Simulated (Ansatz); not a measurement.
Ansatz 0.2.0, relaxation: Mg2Sn

The command:

```bash
ansatz run input.yaml --threads 2 --pin off --max-ram 2560MiB --backend cpu --events-out ev --progress --plain --runs-dir out
```

The input file (Ansatz 0.2.0, plane waves):

```yaml
crystal:
  lattice:
    - [0.0, 3.412849, 3.412849]
    - [3.412849, 0.0, 3.412849]
    - [3.412849, 3.412849, 0.0]
  atoms:
    - { symbol: Sn, position: [0.0, 0.0, 0.0] }
    - { symbol: Mg, position: [0.25, 0.25, 0.25] }
    - { symbol: Mg, position: [0.75, 0.75, 0.75] }
  symmetry: { tolerance: 0.0003 }
kpoints:
  mp_grid: { grid: [9, 9, 9], shift: [0, 0, 0] }
magnetization:
  spin_polarized: false
scf:
  occupations: { method: fermi_dirac }
  lower_state_search: "off"
hamiltonian:
  pseudopotentials: { kind: paw }
  xc: r2scan
basis:
  ecutwfc: 500
  fft_grid_basis: typed
relax:
  max_steps: 40
  cell: { p_target: 0.0 }
  f_tol: 0.03
output:
  forces: true
  stress: true
  eigenvalues: true
  bader: true
  populations: true
  elf: true
  write_potential: true
  volumetric_format: npy
  dos:
    e_range: [-12, 8]
    de: 0.05
    projected: { site_lists: { Mg: [Mg], Sn: [Sn] } }
checkpoint:
  read: saved_state
```

Origin of the cell: a database entry, scaled a little.

The smearing width isn't typed, so it takes its default of 0.1 eV.

The saved state is a converged single point of the same cell.

Steps («new basis» is an SCF on plane waves selected anew at the same cell):

```json
{"step": "1", "ΔF (meV/atom)": "0.0", "max force component (eV/Å)": "0.000", "P (GPa)": "-1.21", "volume (Å³)": "79.50", "SCF iterations": "6", "step was": "accepted"}
{"step": "2", "ΔF (meV/atom)": "-2.9", "max force component (eV/Å)": "0.000", "P (GPa)": "0.17", "volume (Å³)": "77.02", "SCF iterations": "5", "step was": "accepted"}
{"step": "3", "ΔF (meV/atom)": "-2.9", "max force component (eV/Å)": "0.000", "P (GPa)": "-0.01", "volume (Å³)": "77.31", "SCF iterations": "4", "step was": "accepted"}
{"step": "4", "ΔF (meV/atom)": "-2.8", "max force component (eV/Å)": "0.000", "P (GPa)": "-0.01", "volume (Å³)": "77.31", "SCF iterations": "4", "step was": "new basis"}
```

Step 1, with forces in eV/Å:

```xyz
3
Lattice="0.000 3.413 3.413 3.413 0.000 3.413 3.413 3.413 0.000" Properties=species:S:1:pos:R:3:forces:R:3 pbc="T T T" step=1
Sn    0.000    0.000    0.000    0.000    0.000    0.000
Mg    1.706    1.706    1.706    0.000    0.000    0.000
Mg    5.119    5.119    5.119    0.000    0.000    0.000
```

Step 2, with forces in eV/Å:

```xyz
3
Lattice="0.000 3.377 3.377 3.377 0.000 3.377 3.377 3.377 0.000" Properties=species:S:1:pos:R:3:forces:R:3 pbc="T T T" step=2
Sn    0.000    0.000    0.000    0.000    0.000    0.000
Mg    1.688    1.688    1.688    0.000    0.000    0.000
Mg    5.065    5.065    5.065    0.000    0.000    0.000
```

Step 4, with forces in eV/Å:

```xyz
3
Lattice="0.000 3.381 3.381 3.381 0.000 3.381 3.381 3.381 0.000" Properties=species:S:1:pos:R:3:forces:R:3 pbc="T T T" step=4
Sn    0.000    0.000    0.000    0.000    0.000    0.000
Mg    1.691    1.691    1.691    0.000    0.000    0.000
Mg    5.072    5.072    5.072    0.000    0.000    0.000
```

- Free energy lowered by: 2.8 meV/atom
- Volume change: -2.75 %
- Final pressure: -0.01 GPa
- Relaxation steps listed: 4
- Formation energy (elements under the same functional, gases as molecules, uncorrected): -0.262 eV/atom

Caveats: the relaxation held the start's symmetry, so the end may be a saddle point.

It ran for 29 s on 2 threads of Arm Neoverse V1, on a shared host, peak memory 0.6 GiB, from a saved density.
